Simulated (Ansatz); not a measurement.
**How far is PAW off for KCl?**

```
CELL_PARAMETERS angstrom
0.00000 3.10980 3.25078
3.10980 0.00000 3.25078
3.10980 3.10980 0.00000
ATOMIC_POSITIONS crystal
K 0.00000 0.00000 0.00000
Cl 0.50000 0.50000 0.50000
```

Atoms are numbered in the order listed.

Structure: COD 9003114, as refined from experiment and not relaxed. The listed cell was then made from it by scaling, straining or moving an atom.

Levels of theory: DFT, PBE, PAW with Ansatz's default frozen-core files, scalar-relativistic (Ansatz 0.2.0); DFT, PBE, all-electron PAW with datasets made for the crystal, scalar-relativistic (Ansatz 0.2.0); DFT, PBE, all-electron LAPW, scalar-relativistic (Ansatz 0.2.0).

For PAW: a Γ-centred 7×7×7 k mesh, Fermi–Dirac smearing of 0.03 eV, cutoff 420 eV, no spin polarisation. The crystal-made all-electron datasets (AE datasets) take a cutoff of 220 eV at this cell. LAPW targets a basis error of 1 meV/atom. The Ansatz runs share mesh, smearing and spin set-up. Plane-wave (PAW) pressures include the program's estimate of the Pulay term.

Stress and pressure are positive in compression.

The change that made this cell: z strained by +3 % at fixed volume.

```tsv
quantity	PAW	AE datasets	LAPW
pressure (GPa)	0.68	0.68	0.68
stress xx (GPa)	1.17	1.17	1.17
stress zz (GPa)	-0.30	-0.30	-0.30
band gap (eV)	5.142	5.142	5.142
field gradient Vzz at K1 (10²¹ V/m²)	0.81	0.80	–
field gradient Vzz at Cl2 (10²¹ V/m²)	0.39	0.38	–
```

PAW's pressure differs from the LAPW value by about 0.01 GPa or less.
